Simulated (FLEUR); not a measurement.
Input of a FLEUR MaX-R8.1 (later development tree) run:

The input inp.xml:

```xml
<?xml version="1.0" encoding="UTF-8" standalone="no"?>
<fleurInput fleurInputVersion="0.39">
   <comment>
      ZnS                                                                                                 
   </comment>
   <calculationSetup>
      <cutoffs Kmax="5.1" Gmax="15.8" GmaxXC="15.8" numbands="0"/>
      <scfLoop itmax="60" minDistance="0.00001" maxIterBroyd="15" imix="Anderson" alpha="0.05" precondParam="0.0" spinf="2.0" sdNocoIR="T"/>
      <coreElectrons ctail="T" frcor="F" kcrel="0" coretail_lmax="0"/>
      <xcFunctional name="pbe" relativisticCorrections="F"/>
      <magnetism jspins="1"/>
      <soc l_soc="F" theta="0.0" phi="0.0" spav="F"/>
      <expertModes spex="0" secvar="F"/>
      <geometryOptimization l_f="F" forcealpha="1.0" forcemix="BFGS" epsdisp="0.00001" epsforce="0.00001"/>
      <ldaU l_linMix="F" mixParam="0.05" spinf="1.0"/>
   </calculationSetup>
   <cell>
      <bzIntegration valenceElectrons="26.0" mode="gauss" fermiSmearingEnergy="0.00040424">
         <kPointListSelection listName="default-1"/>
         <!-- k-points included here -->
         <xi:include xmlns:xi="http://www.w3.org/2001/XInclude" href="kpts.xml"> </xi:include>
      </bzIntegration>
      <!-- symmetry operations included here -->
      <xi:include xmlns:xi="http://www.w3.org/2001/XInclude" href="sym.xml"> </xi:include>
      <bulkLattice scale="1.0">
         <bravaisMatrix>
            <row-1>    0.0000000000000000     5.1060399886691998     5.1060399886691998</row-1>
            <row-2>    5.1060399886691998     0.0000000000000000     5.1060399886691998</row-2>
            <row-3>    5.1060399886691998     5.1060399886691998     0.0000000000000000</row-3>
         </bravaisMatrix>
      </bulkLattice>
   </cell>
   <atomSpecies>
      <species name="Zinc (Zn)" element="Zn" atomicNumber="30">
         <mtSphere radius="2.18" gridPoints="721" logIncrement="0.017"/>
         <atomicCutoffs lmax="9" lnonsphr="7"/>
         <electronConfig flipSpins="F">
            <coreConfig>(1s1/2) (2s1/2) (2p1/2) (2p3/2)</coreConfig>
            <valenceConfig>(3s1/2) (3p1/2) (3p3/2) (4s1/2) (3d3/2) (3d5/2)</valenceConfig>
         </electronConfig>
         <energyParameters s="4" p="4" d="3" f="4"/>
         <lo type="SCLO" l="0" n="3" eDeriv="0"/>
         <lo type="SCLO" l="1" n="3" eDeriv="0"/>
         <lo type="SCLO" l="1" n="3" eDeriv="1"/>
         <lo type="HELO" l="2" n="4" eDeriv="0"/>
         <lo type="HELO" l="2" n="4" eDeriv="1"/>
         <lo type="SCLO" l="3" n="4" eDeriv="2"/>
      </species>
      <species name="Sulfur (S)" element="S" atomicNumber="16">
         <mtSphere radius="1.92" gridPoints="635" logIncrement="0.018"/>
         <atomicCutoffs lmax="8" lnonsphr="6"/>
         <electronConfig flipSpins="F">
            <coreConfig>(1s1/2) (2s1/2) (2p1/2) (2p3/2)</coreConfig>
            <valenceConfig>(3s1/2) (3p1/2) (3p3/2)</valenceConfig>
            <stateOccupation state="(3p1/2)" spinUp="0.666667" spinDown="0.666667"/>
            <stateOccupation state="(3p3/2)" spinUp="1.333333" spinDown="1.333333"/>
         </electronConfig>
         <energyParameters s="3" p="3" d="3" f="4"/>
         <lo type="SCLO" l="0" n="3" eDeriv="2"/>
         <lo type="SCLO" l="1" n="3" eDeriv="2"/>
         <lo type="SCLO" l="2" n="3" eDeriv="2"/>
         <lo type="SCLO" l="3" n="4" eDeriv="2"/>
      </species>
   </atomSpecies>
   <atomGroups>
      <atomGroup species="Zinc (Zn)">
         <relPos label="                   1">-1.000/4.000 -1.000/4.000 -1.000/4.000</relPos>
         <force calculate="T" relaxXYZ="TTT"/>
      </atomGroup>
      <atomGroup species="Sulfur (S)">
         <relPos label="                   2">.0000000000 .0000000000 .0000000000</relPos>
         <force calculate="T" relaxXYZ="TTT"/>
      </atomGroup>
   </atomGroups>
   <output dos="F" band="F" slice="F">
      <checks vchk="F" cdinf="F"/>
      <bandDOS minEnergy="-.5*Htr" maxEnergy="0.5*Htr" sigma="0.015" storeEVData="T"/>
      <vacuumDOS vacdos="F" integ="F" star="F" nstars="0" locx1="0.0" locy1="0.0" locx2="0.0" locy2="0.0" nstm="0" tworkf="0.0"/>
      <unfoldingBand unfoldBand="F" supercellX="1" supercellY="1" supercellZ="1"/>
      <plotting iplot="0" polar="F">
         <plot TwoD="T" vec1="  1.0  0.0  0.0" vec2="  0.0  1.0  0.0" vec3="  0.0  0.0  1.0" zero="  0.0  0.0  0.0" file="plot"/>
      </plotting>
      <chargeDensitySlicing numkpt="0" minEigenval="0.0" maxEigenval="0.0" nnne="0" pallst="F"/>
      <specialOutput eonly="F"/>
      <moessbauerParams electricFieldGradient="T" isomerShift="T" coreHyperfine="T" valenceHyperfine="T"/>
      <magneticCircularDichroism mcd="F" energyLo="-10.0" energyUp="0.0"/>
   </output>
  <!-- We include the file relax.xml here to enable relaxations (see documentation) -->
  <xi:include xmlns:xi="http://www.w3.org/2001/XInclude" href="relax.xml"> <xi:fallback/> </xi:include>
</fleurInput>
```

The input crystal.txt:

```
ZnS
&input cartesian=F /
0.0000000000  2.7020000000  2.7020000000
2.7020000000  0.0000000000  2.7020000000
2.7020000000  2.7020000000  0.0000000000
1.8897261246
1.0 1.0 1.0

2
30 0.7500000000  0.7500000000  0.7500000000
16 0.0000000000  0.0000000000  0.0000000000

&kpt div1=9 div2=9 div3=9 gamma=T /
```

Potentials or basis: all-electron, FLAPW.

Run with:

```sh
$ inpgen -f crystal.txt -profile fastHighL
$ # inp.xml edited to the form shown
$ fleur_MPI
```

What does it give for the band gap on the k mesh?

2.11 eV, direct.

Core levels (eV from the Fermi level):
| atom | levels |
| --- | --- |
| 1 Zn | 1s1/2 -9519.1, 2s1/2 -1153.6, 2p1/2 -1015.4, 2p3/2 -991.5 |
| 2 S | 1s1/2 -2398.6, 2s1/2 -204.7, 2p1/2 -150.4, 2p3/2 -149.1 |

**What was measured.**

From “Electronic, vibrational, and thermodynamic properties of ZnS (zincblende and rocksalt structure)”, 2009, arxiv:0911.5022, for a bulk crystal of ZnS at 19 K: band gap 3.85 eV (direct).

Measured gap of ZnS: 3.85 eV (direct; 19 K; quoted in “Electronic, vibrational, and thermodynamic properties of ZnS (zincblende and rocksalt structure)”, 2009, arxiv:0911.5022). This calculation gives 2.11 eV (-1.74 eV). The value is that of PBE, without temperature or zero-point motion. Semilocal functionals fall short of measured gaps as a rule.
